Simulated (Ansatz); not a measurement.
# AlAs at 25 GPa: from Born charge to LO–TO splitting and polaron coupling

Theory: DFT PBE, scalar-relativistic, plane waves, PAW in Ansatz 0.2.0. Cutoff 420 eV, 10×10×10 k-points (Γ-centred), fixed occupations. No spin polarisation. Phonons by linear response, acoustic sum rule imposed.

The cell, relaxed at 25 GPa:
```
CELL_PARAMETERS angstrom
0.00000 2.65325 2.65325
2.65325 0.00000 2.65325
2.65325 2.65325 0.00000
ATOMIC_POSITIONS crystal
Al 0.00000 0.00000 0.00000
As 0.75000 0.75000 0.75000
```

Other phases may be more stable at this pressure.

Linear response gives ν_TO = 447.2 cm⁻¹, Born charges ±2.017 e (positive on Al) and ε∞ = 8.751. The primitive cell holds 37.356 Å³, and the masses are 26.982 and 74.922 amu.

Q: Find ν_LO and the static dielectric constant.

A: The long-wave field adds a restoring force: ω_LO² − ω_TO² = Z*²e²/(ε_vac ε∞ μV). In these units ν_LO² − ν_TO² = 4.92064×10⁷ Z*²/(μ V ε∞) cm⁻², with μ = m₁m₂/(m₁ + m₂) = 19.837 amu: 30878 cm⁻². So ν_LO = √(447.2² + 30878) = 480.5 cm⁻¹, and the run gives 480.5. Lyddane–Sachs–Teller then gives ε0 = ε∞ (ν_LO/ν_TO)² = 10.10, against 10.10 in the run (it forms both from the same three quantities, so the match checks the arithmetic only). Between ν_TO and ν_LO the dielectric function is negative and an undamped crystal reflects fully: a reststrahlen band from 20.8 to 22.4 μm.

Q: What do the Clausius–Mossotti polarisability and the Szigeti charge come to?

A: With the Lorentz local field, α = (3V/4π)(ε∞ − 1)/(ε∞ + 2) = 6.43 Å³ for the pair, and e_S = 3Z*/(ε∞ + 2) = 0.56 e. The Born charge includes the electrons' response to the dipole's own local field, and e_S takes that enhancement out. The Lorentz field assumes point-like polarisable ions, a poor picture once ε∞ is this large, since the electron clouds then overlap or are shared, so both numbers are formal here.

Q: How strongly does a slow electron couple to the LO mode?

A: For one isotropic parabolic band, Fröhlich's constant is α_F = (1/ε∞ − 1/ε0) √(m* Ry/ħω_LO), with Ry = 13.606 eV, ħω_LO = 59.6 meV and m* in free-electron masses: α_F = 0.0153 × 15.11 × √m* = 0.23 √m*. The band mass isn't part of this run; for m* = 0.1, 0.3 and 1 it gives 0.07, 0.13, 0.23. In weak coupling the polaron lies α_F ħω_LO below the band edge (8 meV at m* = 0.3) with a mass m*(1 + α_F/6); past α_F of about 5 or 6 that expansion fails. A semilocal functional's ε∞ tends to be too large, which taken alone lowers α_F.

Cost: 1 run of about 2.3 core-minutes, on Arm Neoverse N1 (shared hosts).

Compressed zincblende AlAs comes out as a weakly polar lattice despite a Born charge of about ±2.017 e. That charge is dynamical: it measures how electrons shift along the partly covalent sp³ bonds when the sublattices move, not the static charge on Al or As. The short-range stiffness of these bonds supplies most of the restoring force, and the electronic screening, with ε∞ at 8.751, weakens the long-range field that lifts the LO mode. The splitting from 447.2 to 480.5 cm⁻¹ is therefore modest, and the lattice raises the dielectric constant only to 10.10.

The weak Fröhlich coupling has the same origin, since a slow carrier polarises the ions little beyond what the electrons already screen. A stiff LO mode reduces the coupling further. For all the band masses tried, this supports a large, weakly dressed polaron rather than self-trapping by the polar mode. Real optical frequencies at the zone centre don't establish dynamical stability, because transverse acoustic modes at the zone boundary often soften in compressed tetrahedral semiconductors.
